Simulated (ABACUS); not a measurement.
# Ge (Fd-3m) in ABACUS: a series of runs, part 2 of 2

ABACUS 3.10.1.

## (4) Single point, BP86

Input file INPUT:

```
INPUT_PARAMETERS
suffix              Ge
calculation         scf
basis_type          pw
pseudo_dir          ./
latname             fcc
symmetry            1
dft_functional      GGA_X_B88+GGA_C_P86
ecutwfc             79
pseudo_rcut         10
nspin               1
nbands              24
ks_solver           dav
smearing_method     fd
smearing_sigma      0.00367493
scf_thr             1e-08
scf_nmax            100
mixing_type         broyden
mixing_beta         0.7
cal_force           1
cal_stress          1
out_chg             1
kpar                4
```

Input file STRU:

```
ATOMIC_SPECIES
Ge 72.6300 Ge.upf

LATTICE_CONSTANT
10.6917302624

ATOMIC_POSITIONS
Direct

Ge
0.0
2
0.2500000000 0.2500000000 0.2500000000 1 1 1
0.5000000000 0.5000000000 0.5000000000 1 1 1
```

Input file KPT:

```
K_POINTS
0
Gamma
6 6 6 0 0 0
```

Potentials or basis: PseudoDojo NC SR 0.5 PBE standard, plane waves.

The run is started by

```console
$ OMP_NUM_THREADS=1 mpirun -np 4 abacus > log
```

running log:

```text
ABACUS v3.10.1

               Atomic-orbital Based Ab-initio Computation at UStc

 ------------------------------------------------------------------------------------

 READING GENERAL INFORMATION
                           global_out_dir = OUT.Ge/
                           global_in_card = INPUT
                               pseudo_dir = ./
                              orbital_dir =
                                    DSIZE = 4
                                    GSIZE = 1

 READING UNITCELL INFORMATION
                                    ntype = 1
                  lattice constant (Bohr) = 10.6917
              lattice constant (Angstrom) = 5.65782

 READING ATOM TYPE 1
                               atom label = Ge
                      L=0, number of zeta = 1
                      L=1, number of zeta = 1
                      L=2, number of zeta = 1
             number of atom for this type = 2

                        TOTAL ATOM NUMBER = 2
DIRECT COORDINATES
    atom                   x                   y                   z     mag                  vx                  vy                  vz
taud_Ge1            0.2500000000        0.2500000000        0.2500000000  0.0000        0.0000000000        0.0000000000        0.0000000000
taud_Ge2            0.5000000000        0.5000000000        0.5000000000  0.0000        0.0000000000        0.0000000000        0.0000000000

                          Volume (Bohr^3) = 305.551
                             Volume (A^3) = 45.278

 Lattice vectors: (Cartesian coordinate: in unit of a_0)
                 -0.5                  +0                +0.5
                   +0                +0.5                +0.5
                 -0.5                +0.5                  +0
 Reciprocal vectors: (Cartesian coordinate: in unit of 2 pi/a_0)
                   -1                  -1                  +1
                   +1                  +1                  +1
                   -1                  +1                  -1
 The esolver type has been set to : ksdft_pw

                PAO radial cut off (Bohr) = 10

 Read in pseudopotential file is Ge.upf
                     pseudopotential type = NC
          exchange-correlation functional = PBE
                 nonlocal core correction = 1
                        valence electrons = 14
                                     lmax = 2
                           number of zeta = 3
                     number of projectors = 6
                           L of projector = 0
                           L of projector = 0
                           L of projector = 1
                           L of projector = 1
                           L of projector = 2
                           L of projector = 2
 XC functional updated to : GGA_X_B88+GGA_C_P86
          exchange-correlation functional = GGA_X_B88+GGA_C_P86
     initial pseudo atomic orbital number = 18

 SETUP THE ELECTRONS NUMBER
            electron number of element Ge = 14
      total electron number of element Ge = 28
            AUTOSET number of electrons:  = 28
                           occupied bands = 14
                                   NBANDS = 24
                                   NLOCAL = 18

%%%%%%%%%%%%%%%%%%%%%%%%%%%%%%%%%%%%%%%%%%%%%%%%%%%%%%%%%%%%%%%%%%%%%%%%%%%%%%%%%%%%%%%%%%%%%%%%%%%%%%%%%%
 Warning: the number of valence electrons in pseudopotential > 4 for Ge: [Ar] 3d10 4s2 4p2
 Pseudopotentials with additional electrons can yield (more) accurate outcomes, but may be less efficient.
 If you're confident that your chosen pseudopotential is appropriate, you can safely ignore this warning.
%%%%%%%%%%%%%%%%%%%%%%%%%%%%%%%%%%%%%%%%%%%%%%%%%%%%%%%%%%%%%%%%%%%%%%%%%%%%%%%%%%%%%%%%%%%%%%%%%%%%%%%%%%

 SETUP THE PLANE WAVE BASIS
 energy cutoff for charge/potential (unit:Ry) = 316
            fft grid for charge/potential = [ 45, 45, 45 ]
                        fft grid division = [ 1, 1, 1 ]
        big fft grid for charge/potential = [ 45, 45, 45 ]
                                     nbxx = 91125
                                     nrxx = 91125
[... 79 lines left out ...]
       3  0.33333333  0.33333333  0.33333333  0.0370       2
       4  0.50000000  0.50000000  0.50000000  0.0185       3
       5  0.16666667  0.16666667  0.00000000  0.0278       7
       6  0.33333333  0.33333333  0.16666667  0.1111       8
[... 8 lines left out ...]
      15  0.50000000  0.33333333 -0.33333333  0.1111      52
      16  0.50000000  0.33333333 -0.16666667  0.0556      58

                               nkstot now = 16
[... K-POINTS DIRECT COORDINATES: 16 rows ...]

           k-point number in this process = 4
       minimum distributed K point number = 4
[... stars of the k points ...]

[... K-POINTS CARTESIAN COORDINATES: 4 rows ...]

[... K-POINTS DIRECT COORDINATES: 4 rows ...]

 SETUP PLANE WAVES FOR WAVE FUNCTIONS
     energy cutoff for wavefunc (unit:Ry) = 79
              fft grid for wave functions = [ 45, 45, 45 ]
                    number of plane waves = 4279
                         number of sticks = 349

 PARALLEL PW FOR WAVE FUNCTIONS
     PROC   COLUMNS(POT)             PW
        1            349           4279
 --------------- sum -------------------
        1            349           4279

 SETUP NONLOCAL PSEUDOPOTENTIALS IN PLANE WAVE BASIS
 Ge non-local projectors:
 projector 1 L=0
 projector 2 L=0
 projector 3 L=1
 projector 4 L=1
 projector 5 L=2
 projector 6 L=2
      TOTAL NUMBER OF NONLOCAL PROJECTORS = 36

 Init Non-Local PseudoPotential table :
 Init Non-Local-Pseudopotential done.

                                     npwx = 3695

 Make real space PAO into reciprocal space.
       max mesh points in Pseudopotential = 1001
     dq(describe PAO in reciprocal space) = 0.01
                                    max q = 1071

 number of pseudo atomic orbitals for Ge is 3
WARNING: norm of atomic wavefunction # 3 of atomic type Ge is 0.999795, renormalized

 -------------------------------------------
 SELF-CONSISTENT
 -------------------------------------------
                                 init_chg = atomic

 PW ALGORITHM --------------- ION=   1  ELEC=   1--------------------------------

 Notice: Threshold on eigenvalues was too large.
 hsover_error=0.28 > DRHO=0.0381567
 Origin diag ethr = 0.01
 New diag ethr = 0.000136274

 Density error is 0.0383976548353
                          Error Threshold = 0.000136273987539
----------------------------------------------------------
     Energy           Rydberg                 eV
----------------------------------------------------------
 E_KohnSham     -357.6689233100      -4866.3353545409
 E_Harris       -357.0825907990      -4858.3578914681
 E_Fermi        0.6711735192         9.1317842074
----------------------------------------------------------
[... 63 lines left out ...]
 Density error is 5.50312826203e-10
                          Error Threshold = 6.22637436895e-11
----------------------------------------------------------
     Energy           Rydberg                 eV
----------------------------------------------------------
 E_KohnSham     -357.6697448943      -4866.3465327687
 E_KS(sigma->0) -357.6696866873      -4866.3457408216
 E_Harris       -357.6694996252      -4866.3431957113
 E_band         -20.1070922005       -273.5710241375
 E_one_elec     -183.2590127211      -2493.3667828616
 E_Hartree      110.7890092095       1507.3618010238
 E_xc           -87.6988667677       -1193.2042961836
 E_Ewald        -197.5007582009      -2687.1356708530
 E_entropy(-TS) -0.0001164140        -0.0015838942
 E_descf        0.0000000000         0.0000000000
 E_exx          0.0000000000         0.0000000000
 E_Fermi        0.6983044500         9.5009194584
----------------------------------------------------------

 charge density convergence is achieved
 final etot is -4866.3465328 eV
 EFERMI = 9.5009194584 eV

 STATE ENERGY(eV) AND OCCUPATIONS    NSPIN == 1
 1/4 kpoint (Cartesian) = 0.0000 0.0000 0.0000 (3695 pws)
       1       -15.3463     0.00925926
       2       -15.3463     0.00925926
       3       -15.3463     0.00925926
       4       -15.3105     0.00925926
       5       -15.3105     0.00925926
       6       -15.0988     0.00925926
[... 94 lines left out ...]
      23        21.9364        0.00000
      24        21.9364        0.00000

------------------------------------------------------------------------------------------
 TOTAL-FORCE (eV/Angstrom)
------------------------------------------------------------------------------------------
                       Ge1         0.0000000000         0.0000000000         0.0000000000
                       Ge2         0.0000000000         0.0000000000         0.0000000000
------------------------------------------------------------------------------------------

----------------------------------------------------------------
 TOTAL-STRESS (KBAR)
----------------------------------------------------------------
        41.7639457495         0.0000000000         0.0000000000
         0.0000000000        41.7639457495         0.0000000000
         0.0000000000         0.0000000000        41.7639457495
----------------------------------------------------------------
 TOTAL-PRESSURE: 41.763946 KBAR

 --------------------------------------------
 !FINAL_ETOT_IS -4866.3465327686726596 eV
 --------------------------------------------
```

It took 6.7 s on 4 MPI ranks of Intel Xeon Platinum 8375C at 2.90GHz (Ice Lake), shared host; peak memory 0.36 GiB.

What came out:

```yaml
Free_energy: -4866.3465 eV
Pressure: 4.2 GPa
Band_gap_on_the_k_mesh: none (metal or under the smearing width)
```

Levels at points of the mesh, in eV from the Fermi level:
```csv
k point,band 10,band 11,band 12,band 13,band 14,band 15,band 16,band 17,band 18,band 19
"(0.00, 0.00, 0.00)",-24.59,-12.81,-0.08,-0.03,-0.03,-0.03,2.53,2.53,2.53,6.47
"(0.50, 0.50, 0.50)",-24.56,-10.73,-7.63,-1.43,-1.43,0.13,3.74,3.74,7.18,10.58
"(0.50, 0.50, 0.00)",-24.55,-8.93,-8.93,-3.09,-3.09,0.76,0.76,9.45,9.45,11.58
```

Caveat: the potentials were made for another functional, which shifts forces and pressure; this crystal is a semiconductor, whose small gap the functional closes, so the metal is an error of the method.

## (5) Overview

| task | level | potentials or basis | cell | k mesh | cutoff (eV) | orbital files | SCF threshold on the density | eigensolver | optimiser | force threshold | gap on the mesh (eV) | pressure (GPa) |
| --- | --- | --- | --- | --- | --- | --- | --- | --- | --- | --- | --- | --- |
| single point | LDA | PseudoDojo NC SR 0.4.1 LDA standard, DZP LCAO (the cutoffs set its grid) | as given | 7 × 7 × 7 | 1361 | Ge Ge_confined-atom_7au_2s2p2d.orb | 1e-07 | genelpa | - | - | none | -0.4 |
| relaxation of cell and atoms | LDA | PseudoDojo NC SR 0.4.1 LDA standard, DZP LCAO (the cutoffs set its grid) | relaxed | 7 × 7 × 7 | 1361 | Ge Ge_confined-atom_7au_2s2p2d.orb | 1e-07 | genelpa | ASE BFGSLineSearch | 0.01 eV/Å | none | 0.0 |
| single point | BP86 | PseudoDojo NC SR 0.5 PBE standard, plane waves | as given | 6 × 6 × 6 | 1075 | - | 1e-08 | dav | - | - | none | 4.2 |

Alike in all rows: no spin polarisation; smearing fermi-dirac 0.05 eV.

Caveats: the atomic orbitals were generated for these runs and aren't a published set (some runs); the basis of atomic orbitals isn't converged, which shifts pressures, moduli and gaps (some runs); the potentials were made for another functional, which shifts forces and pressure (some runs); this crystal is a semiconductor, whose small gap the functional closes, so the metal is an error of the method (some runs).

Absolute energies hang on the potentials; compare differences alone.

## (6) How close it comes

Step 2. The gap isn't set beside the measured one, since this odd mesh misses points on the zone boundary.

Step 4. Measured gap of Ge: 0.666 eV (indirect; 293 K; “Electronic and optical properties of SixGe1-x-ySny alloys lattice-matched to Ge”, 2021, arxiv:2109.02782). This calculation gives 0.00 eV (-0.67 eV). 3 values of this kind are on record (0.666 to 0.807 eV); this one was drawn at random among those near their median. Spin-orbit coupling on Ge is left out. The value is that of BP86 on a finite k mesh, which can miss the band edges, without temperature or zero-point motion.
